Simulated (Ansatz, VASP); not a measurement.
**One calculation of Be, two programs**

```xyz
1
Lattice="-1.2075 1.2075 1.2075 1.2075 -1.2075 1.2075 1.2075 1.2075 -1.2075" Properties=species:S:1:pos:R:3 pbc="T T T"
Be    0.0000    0.0000    0.0000
```

Alike in both runs: task single point; functional revPBE; k mesh 20 × 20 × 20; occupations fermi-dirac, width 0.1 eV; no spin polarisation.

|  | VASP | Ansatz |
| --- | --- | --- |
| version | VASP 6.6.1 | Ansatz 0.2.0 |
| potentials or method | VASP PAW PBE potentials, release 64 (Be) | plane waves (420 eV) with PAW, scalar-relativistic |
| plane-wave cutoff (eV) | 520 | 420 |
| valence electrons in the cell | 2 | 2 |

|  | VASP | Ansatz | Ansatz less VASP |
| --- | --- | --- | --- |
| pressure (GPa) | 18.7 | 18.6 | -0.06 |

With one functional, cell and mesh, what is left measures potentials, basis and numerics.

Caveats: so large a pressure means that the cell lies far from this level's equilibrium, or that cutoff or potentials fall short (VASP); the potentials were made for another functional, which shifts forces and pressure (VASP).
